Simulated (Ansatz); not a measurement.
Sc₅Al: rattling a relaxed structure

The structure comes from a generated guess, relaxed at this level; another structure or a mixture of phases may lie lower.

All numbers below come from Ansatz 0.2.0, DFT PBE, scalar-relativistic, plane waves, PAW. Cutoff 420 eV; k points 12×12×4 on the computed 6-atom cell (Γ-centred); Gaussian smearing, width 0.10 eV; no spin polarisation.

The cell below (6 atoms, space group P4/mmm (No. 123)) is relaxed within its symmetry.

```
Sc Al
1.0
     3.25181    0.00000    0.00000
     0.00000    3.25181    0.00000
     0.00000    0.00000   13.04654
Sc Al
5 1
Direct
  0.00000 0.00000 0.64340
  0.50000 0.50000 0.82238
  0.00000 0.00000 0.00000
  0.50000 0.50000 0.17762
  0.00000 0.00000 0.35660
  0.50000 0.50000 0.50000
```

For the test a repeat of it with 12 atoms (edges 3.25, 6.50, 13.05 Å) was strained at random (σ = 1.5 % a component), the atoms were moved at random (σ = 0.10 Å), and all was relaxed again on a coarse 6×4×2 mesh (in the run’s order of axes) with 0.20 eV smearing, with no symmetry imposed.

Question: Is the structure stable against such a distortion?

Answer: It returns, within 1 meV/atom of the unmoved cell on that mesh and with the same symmetry when read at 0.1 Å (Pmmm at 0.01 Å, so small strains and shifts remain). No instability shows in this cell; modes of other wave vectors, which need another repeat, aren't tested.
